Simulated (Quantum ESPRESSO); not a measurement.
# Hf (P6_3/mmc) in Quantum ESPRESSO: a series of runs

The runs below take Hf through single point, equation of state, with PBEsol.

Program: Quantum ESPRESSO 7.5. These are calculated values, not measurements. Logs are shortened: lines on timing, memory, paths and dates and some standing lists are left out, and cuts for length are marked.

### Step 1. Starting point

The structure is hexagonal, space group P6_3/mmc (No. 194). The conventional cell has a = 3.197 Å, b = 3.197 Å, c = 5.058 Å, α = 90.00°, β = 90.00°, γ = 120.00°. Hf (site symmetry -6m2) has 12 Hf at 3.13 to 3.20 Å as nearest neighbours.

### Step 2. Single point, PBEsol, 21.04 Å³/atom

pw.in reads:

```
&CONTROL
  calculation = 'scf'
  prefix = 'pwscf'
  outdir = './tmp'
  pseudo_dir = './pseudo'
  tprnfor = .true.
  tstress = .true.
  disk_io = 'nowf'
/
&SYSTEM
  ibrav = 0
  nat = 2
  ntyp = 1
  ecutwfc = 58
  nbnd = 19
  occupations = 'smearing'
  smearing = 'fd'
  degauss = 0.00367493
/
&ELECTRONS
  conv_thr = 4d-10
  electron_maxstep = 120
  mixing_beta = 0.5
/
ATOMIC_SPECIES
Hf   178.4900 Hf.upf
CELL_PARAMETERS angstrom
   3.1314429137    0.0000000000    0.0000000000
  -1.5657214569    2.7119091138    0.0000000000
   0.0000000000    0.0000000000    4.9545506207
ATOMIC_POSITIONS crystal
Hf     0.6666666667    0.3333333333    0.7500000000
Hf     0.3333333333    0.6666666667    0.2500000000
K_POINTS automatic
10 10 5 0 0 0
```

Potentials or basis: PseudoDojo 0.4.1 SR PBEsol standard.

On the command line:

```
> OMP_NUM_THREADS=1 pw.x -in pw.in > pw.out
```

pw.out:

```text
This program is part of the open-source Quantum ESPRESSO suite
     for quantum simulation of materials; please cite
         "P. Giannozzi et al., J. Phys.:Condens. Matter 21 395502 (2009);
         "P. Giannozzi et al., J. Phys.:Condens. Matter 29 465901 (2017);
         "P. Giannozzi et al., J. Chem. Phys. 152 154105 (2020);
     in publications or presentations arising from this work. More details at

     Message from routine setup:
     using ibrav=0 with symmetry is DISCOURAGED, use correct ibrav instead

     G-vector sticks info
     --------------------
     sticks:   dense  smooth     PW     G-vecs:    dense   smooth      PW
     Sum         559     559    163                17007    17007    2767

     Using Slab Decomposition

     bravais-lattice index     =            0
     lattice parameter (alat)  =       5.9176  a.u.
     unit-cell volume          =     283.9360 (a.u.)^3
     number of atoms/cell      =            2
     number of atomic types    =            1
     number of electrons       =        24.00
     number of Kohn-Sham states=           19
     kinetic-energy cutoff     =      58.0000  Ry
     charge density cutoff     =     232.0000  Ry
     scf convergence threshold =      4.0E-10
     mixing beta               =       0.5000
     number of iterations used =            8  plain     mixing
     Exchange-correlation= PBESOL
                           (   1   4  10   8   0   0   0)

     celldm(1)=   5.917569  celldm(2)=   0.000000  celldm(3)=   0.000000
     celldm(4)=   0.000000  celldm(5)=   0.000000  celldm(6)=   0.000000

     crystal axes: (cart. coord. in units of alat)
               a(1) = (   1.000000   0.000000   0.000000 )
               a(2) = (  -0.500000   0.866025   0.000000 )
               a(3) = (   0.000000   0.000000   1.582194 )

     reciprocal axes: (cart. coord. in units 2 pi/alat)
               b(1) = (  1.000000  0.577350 -0.000000 )
               b(2) = (  0.000000  1.154701  0.000000 )
               b(3) = (  0.000000 -0.000000  0.632034 )

     PseudoPot. # 1 for Hf read from file:
     Hf.upf
     Pseudo is Norm-conserving + core correction, Zval = 12.0
     Generated using ONCVPSP code by D. R. Hamann
     Using radial grid of 1656 points,  8 beta functions with:
                l(1) =   0
                l(2) =   0
                l(3) =   1
                l(4) =   1
                l(5) =   2
                l(6) =   2
                l(7) =   3
                l(8) =   3

     atomic species   valence    mass     pseudopotential
     Hf               12.00   178.49000     Hf( 1.00)

     24 Sym. Ops., with inversion, found (12 have fractional translation)

   Cartesian axes

     site n.     atom                  positions (alat units)
         1        Hf     tau(   1) = (   0.5000000   0.2886751   1.1866456  )
         2        Hf     tau(   2) = (  -0.0000000   0.5773503   0.3955485  )

     number of k points=    42  Fermi-Dirac smearing, width (Ry)=  0.0037
                       cart. coord. in units 2pi/alat
        k(    1) = (   0.0000000   0.0000000   0.0000000), wk =   0.0040000
        k(    2) = (   0.0000000   0.0000000   0.1264067), wk =   0.0080000
        k(    3) = (   0.0000000   0.0000000   0.2528135), wk =   0.0080000
        k(    4) = (   0.0000000   0.1154701   0.0000000), wk =   0.0240000
        k(    5) = (   0.0000000   0.1154701   0.1264067), wk =   0.0480000
        k(    6) = (   0.0000000   0.1154701   0.2528135), wk =   0.0480000
[... 34 lines left out ...]
        k(   41) = (   0.3000000   0.5196152   0.1264067), wk =   0.0480000
        k(   42) = (   0.3000000   0.5196152   0.2528135), wk =   0.0480000

     Dense  grid:    17007 G-vectors     FFT dimensions: (  30,  30,  48)

     Initial potential from superposition of free atoms

     starting charge      23.9966, renormalised to      24.0000
     Starting wfcs are   20 randomized atomic wfcs

     Self-consistent Calculation

     iteration #  1     ecut=    58.00 Ry     beta= 0.50
     Davidson diagonalization with overlap
     ethr =  1.00E-02,  avg # of iterations =  2.6

     Threshold (ethr) on eigenvalues was too large:
     Diagonalizing with lowered threshold

     Davidson diagonalization with overlap
     ethr =  1.20E-04,  avg # of iterations =  4.3

     total energy              =    -225.52444672 Ry
     estimated scf accuracy    <       0.03619581 Ry

     iteration #  2     ecut=    58.00 Ry     beta= 0.50
     Davidson diagonalization with overlap
     ethr =  1.51E-04,  avg # of iterations =  1.8
[... 29 lines left out ...]
     total energy              =    -225.52593463 Ry
     estimated scf accuracy    <       0.00000025 Ry

     iteration #  7     ecut=    58.00 Ry     beta= 0.50
     Davidson diagonalization with overlap
     ethr =  1.03E-09,  avg # of iterations =  2.3

     End of self-consistent calculation

          k = 0.0000 0.0000 0.0000 (  2117 PWs)   bands (ev):

   -46.2185 -46.1239 -15.4775 -14.5626 -14.5626 -14.4066 -14.4066 -14.4052
     7.9105  11.5895  16.3991  16.6844  16.6844  16.9879  17.5766  17.5766
    18.2603  18.2603  21.1822

          k = 0.0000 0.0000 0.1264 (  2123 PWs)   bands (ev):

   -46.2095 -46.1330 -15.3823 -14.5479 -14.5479 -14.5157 -14.4216 -14.4216
     8.3019  11.4175  15.8835  16.5123  16.5123  16.6579  17.2749  17.2749
    18.8568  18.8568  21.3137
[... 73 lines left out ...]
          k = 0.0000 0.4619 0.2528 (  2118 PWs)   bands (ev):

   -46.1344 -46.1215 -15.3280 -15.2546 -14.7390 -14.6734 -14.6191 -14.5944
    11.6313  12.1995  14.1648  14.6638  16.4121  16.7486  17.6125  18.9920
    21.0755  21.3972  21.7871

          k = 0.0000-0.5774 0.0000 (  2132 PWs)   bands (ev):

   -46.1389 -46.1078 -15.2727 -15.0894 -15.0237 -14.7795 -14.6775 -14.5158
    12.0400  12.5209  13.0790  14.8252  16.2624  16.4545  17.2920  21.8167
    22.3800  22.4516  22.9506

          k = 0.0000-0.5774 0.1264 (  2130 PWs)   bands (ev):

   -46.1359 -46.1108 -15.3409 -15.1757 -14.9015 -14.7550 -14.6380 -14.5416
    11.7244  12.5399  13.8227  14.2488  16.5979  16.9356  16.9949  21.0148
    21.9368  22.3347  22.6265

          k = 0.0000-0.5774 0.2528 (  2114 PWs)   bands (ev):

   -46.1281 -46.1185 -15.3772 -15.3111 -14.7270 -14.6901 -14.6291 -14.6086
    11.6999  12.1661  14.1699  14.5322  16.6499  17.1741  17.5773  19.1159
    22.0537  22.1074  22.2116

          k = 0.1000 0.1732 0.0000 (  2115 PWs)   bands (ev):

   -46.1997 -46.1171 -15.3852 -14.7370 -14.6725 -14.5627 -14.4492 -14.4449
     8.8466  12.4727  15.2454  15.3189  16.7444  17.1969  17.6371  17.7904
    17.9059  18.5500  21.6673
[... 133 lines left out ...]
          k = 0.3000 0.5196 0.2528 (  2131 PWs)   bands (ev):

   -46.1200 -46.1163 -15.2346 -15.2205 -14.9922 -14.8951 -14.6047 -14.5747
    13.2585  13.2908  14.1854  14.3234  15.2725  15.5251  17.7037  18.6206
    20.9425  21.3187  23.6342

     the Fermi energy is    15.4796 ev

!    total energy              =    -225.52593470 Ry
     estimated scf accuracy    <          3.3E-10 Ry
     smearing contrib. (-TS)   =      -0.00062607 Ry
     internal energy E=F+TS    =    -225.52530863 Ry

     The total energy is F=E-TS. E is the sum of the following terms:
     one-electron contribution =     -36.50755284 Ry
     hartree contribution      =      27.09652527 Ry
     xc contribution           =     -56.69045394 Ry
     ewald contribution        =    -159.42382712 Ry

     convergence has been achieved in   7 iterations

     Forces acting on atoms (cartesian axes, Ry/au):

     atom    1 type  1   force =    -0.00000000   -0.00000000    0.00000000
     atom    2 type  1   force =     0.00000000   -0.00000000    0.00000000

     Total force =     0.000000     Total SCF correction =     0.000000

     Computing stress (Cartesian axis) and pressure

          total   stress  (Ry/bohr**3)                   (kbar)     P=       34.28
   0.00023540   0.00000000   0.00000000           34.63        0.00        0.00
   0.00000000   0.00023540   0.00000000            0.00       34.63        0.00
   0.00000000   0.00000000   0.00022827            0.00        0.00       33.58

=------------------------------------------------------------------------------=
   JOB DONE.
=------------------------------------------------------------------------------=
```

It took 21 s on 1 thread of Intel Xeon Platinum 8259CL at 2.50GHz (Skylake/Cascade Lake), shared host; peak memory 0.08 GiB.

Results:

* Free energy: -3068.4367 eV
* Pressure: 3.4 GPa
* Band gap on the k mesh: none (metal or under the smearing width)

### Step 3. Single point, PBEsol, 21.49 Å³/atom

pw.in: that of step 2 with these lines changed.

```diff
@@ -27,5 +27,5 @@
 CELL_PARAMETERS angstrom
-   3.1314429137    0.0000000000    0.0000000000
-  -1.5657214569    2.7119091138    0.0000000000
-   0.0000000000    0.0000000000    4.9545506207
+   3.1534960552    0.0000000000    0.0000000000
+  -1.5767480276    2.7310076946    0.0000000000
+   0.0000000000    0.0000000000    4.9894429718
 ATOMIC_POSITIONS crystal
```

Potentials or basis: PseudoDojo 0.4.1 SR PBEsol standard.

On the command line:

```
> OMP_NUM_THREADS=1 pw.x -in pw.in > pw.out
```

Run time: 29 s. Hardware: 1 thread of Intel Xeon Platinum 8259CL at 2.50GHz (Skylake/Cascade Lake), shared host; peak memory 0.08 GiB.

It converged, with:

- Free energy: -3068.4487 eV
- Pressure: 0.9 GPa
- Band gap on the k mesh: none (metal or under the smearing width)

### Step 4. Single point, PBEsol, 21.93 Å³/atom

pw.in: that of step 3 with these lines changed.

```diff
@@ -27,5 +27,5 @@
 CELL_PARAMETERS angstrom
-   3.1534960552    0.0000000000    0.0000000000
-  -1.5767480276    2.7310076946    0.0000000000
-   0.0000000000    0.0000000000    4.9894429718
+   3.1752449911    0.0000000000    0.0000000000
+  -1.5876224956    2.7498428256    0.0000000000
+   0.0000000000    0.0000000000    5.0238540107
 ATOMIC_POSITIONS crystal
```

On the command line:

```
> OMP_NUM_THREADS=1 pw.x -in pw.in > pw.out
```

It took 23 s on 1 thread of Intel Xeon Platinum 8259CL at 2.50GHz (Skylake/Cascade Lake), shared host; peak memory 0.08 GiB.

The run converged. Its results:

| Property | Result |
| --- | --- |
| Free energy | -3068.4471 eV |
| Pressure | -1.4 GPa |
| Band gap on the k mesh | none (metal or under the smearing width) |

### Step 5. Single point, PBEsol, 22.38 Å³/atom

pw.in: that of step 4 with these lines changed.

```diff
@@ -27,5 +27,5 @@
 CELL_PARAMETERS angstrom
-   3.1752449911    0.0000000000    0.0000000000
-  -1.5876224956    2.7498428256    0.0000000000
-   0.0000000000    0.0000000000    5.0238540107
+   3.1967000000    0.0000000000    0.0000000000
+  -1.5983500000    2.7684234083    0.0000000000
+   0.0000000000    0.0000000000    5.0578000000
 ATOMIC_POSITIONS crystal
```

On the command line:

```
> OMP_NUM_THREADS=1 pw.x -in pw.in > pw.out
```

It took 27 s on 1 thread of Intel Xeon Platinum 8259CL at 2.50GHz (Skylake/Cascade Lake), shared host; peak memory 0.08 GiB.

The run converged. Its results:

```yaml
Free_energy: -3068.4330 eV
Pressure: -3.6 GPa
Band_gap_on_the_k_mesh: none (metal or under the smearing width)
```

### Step 6. Single point, PBEsol, 22.83 Å³/atom

pw.in: that of step 5 with these lines changed.

```diff
@@ -27,5 +27,5 @@
 CELL_PARAMETERS angstrom
-   3.1967000000    0.0000000000    0.0000000000
-  -1.5983500000    2.7684234083    0.0000000000
-   0.0000000000    0.0000000000    5.0578000000
+   3.2178708157    0.0000000000    0.0000000000
+  -1.6089354078    2.7867578725    0.0000000000
+   0.0000000000    0.0000000000    5.0912963404
 ATOMIC_POSITIONS crystal
```

Potentials or basis: PseudoDojo 0.4.1 SR PBEsol standard.

On the command line:

```
> OMP_NUM_THREADS=1 pw.x -in pw.in > pw.out
```

Run time: 29 s. Hardware: 1 thread of Intel Xeon Platinum 8259CL at 2.50GHz (Skylake/Cascade Lake), shared host; peak memory 0.08 GiB.

Results (log left out):

- Free energy: -3068.4077 eV
- Pressure: -5.5 GPa
- Band gap on the k mesh: none (metal or under the smearing width)

### Step 7. Single point, PBEsol, 23.28 Å³/atom

pw.in: that of step 6 with these lines changed.

```diff
@@ -27,5 +27,5 @@
 CELL_PARAMETERS angstrom
-   3.2178708157    0.0000000000    0.0000000000
-  -1.6089354078    2.7867578725    0.0000000000
-   0.0000000000    0.0000000000    5.0912963404
+   3.2387666662    0.0000000000    0.0000000000
+  -1.6193833331    2.8048542099    0.0000000000
+   0.0000000000    0.0000000000    5.1243576326
 ATOMIC_POSITIONS crystal
```

On the command line:

```
> OMP_NUM_THREADS=1 pw.x -in pw.in > pw.out
```

It took 29 s on 1 thread of Intel Xeon Platinum 8259CL at 2.50GHz (Skylake/Cascade Lake), shared host; peak memory 0.08 GiB.

It converged, with:

| Property | Result |
| --- | --- |
| Free energy | -3068.3719 eV |
| Pressure | -7.3 GPa |
| Band gap on the k mesh | none (metal or under the smearing width) |

### Step 8. Single point, PBEsol, 23.72 Å³/atom

pw.in: that of step 7 with these lines changed.

```diff
@@ -27,5 +27,5 @@
 CELL_PARAMETERS angstrom
-   3.2387666662    0.0000000000    0.0000000000
-  -1.6193833331    2.8048542099    0.0000000000
-   0.0000000000    0.0000000000    5.1243576326
+   3.2593963094    0.0000000000    0.0000000000
+  -1.6296981547    2.8227200050    0.0000000000
+   0.0000000000    0.0000000000    5.1569977332
 ATOMIC_POSITIONS crystal
```

On the command line:

```
> OMP_NUM_THREADS=1 pw.x -in pw.in > pw.out
```

It took 28 s on 1 thread of Intel Xeon Platinum 8259CL at 2.50GHz (Skylake/Cascade Lake), shared host; peak memory 0.08 GiB.

Results (log left out):

```yaml
Free_energy: -3068.3268 eV
Pressure: -8.9 GPa
Band_gap_on_the_k_mesh: none (metal or under the smearing width)
```

### Step 9. Equation of state, PBEsol

Potentials or basis: PseudoDojo 0.4.1 SR PBEsol standard.

No new run: the results of the series are fitted here.

Results:

```
Equilibrium volume                        : 21.65 Å³/atom
Bulk modulus at fixed shape and positions : 114 GPa
Pressure derivative of the bulk modulus   : 3.5
```

Energy against volume, from the lowest point:
| volume (Å³/atom) | energy (meV/atom) |
| --- | --- |
| 21.037 | 6.01 |
| 21.485 | 0.00 |
| 21.933 | 0.80 |
| 22.380 | 7.81 |
| 22.828 | 20.50 |
| 23.276 | 38.37 |
| 23.723 | 60.93 |

Caveat: the cell was scaled at fixed shape and fractional positions, which overstates the stiffness of a crystal with free parameters, most of all of layers and chains. The run has no spin-orbit coupling, so splittings on Hf are missing.
